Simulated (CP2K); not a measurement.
## Ti under changes of volume

One of the cells (17.676 Å³/atom); the others are scaled copies at fixed shape and fractional positions:

```
Ti
1.0
     2.84230    0.00000    0.00000
    -0.94743    2.67974    0.00000
    -0.94743   -1.33987    2.32072
Ti
1
Direct
  0.00000 0.00000 0.00000
```

This isn't the form of Ti at room conditions, which is hcp.

| Item | Value |
| --- | --- |
| Program | CP2K 2026.2 |
| Functional | PBEsol |
| Potentials or basis | POTENTIAL_UZH Ti GTH-PBE-q12; TZVP-MOLOPT-PBE-GTH basis |
| Density cutoff | 6123 eV |
| k mesh | 11 × 11 × 11 |
| Occupations | fermi-dirac, width 0.05 eV |
| Spin | no spin polarisation |

```tsv
volume (Å³/atom)	energy over the lowest point (meV/atom)	pressure (GPa)
16.616	0.00	-0.4
16.969	3.92	-2.7
17.323	12.56	-4.7
17.676	25.59	-6.6
18.030	?	?
18.383	62.99	-9.9
18.737	86.66	-11.3
```

Question: What does the run at 18.030 Å³/atom give?

Answer: Energy over the lowest point 42.52 meV/atom; pressure -8.3 GPa.

Worked out: A Birch-Murnaghan fit of order 3 (a polynomial in V^(-2/3)) to the other rows has its minimum at 16.53 Å³/atom, just outside them, with B0 = V·E''(V) = 115 GPa and B' = 3.8. It gives 42.54 meV/atom at 18.030 Å³/atom, against the run's 42.52, and -dE/dV = -8.5 GPa, against -8.3.

Energies are extrapolated to zero smearing.

Caveats: the potentials were made for another functional, which shifts forces and pressure; the basis of atomic orbitals isn't converged, which shifts pressures, moduli and gaps.
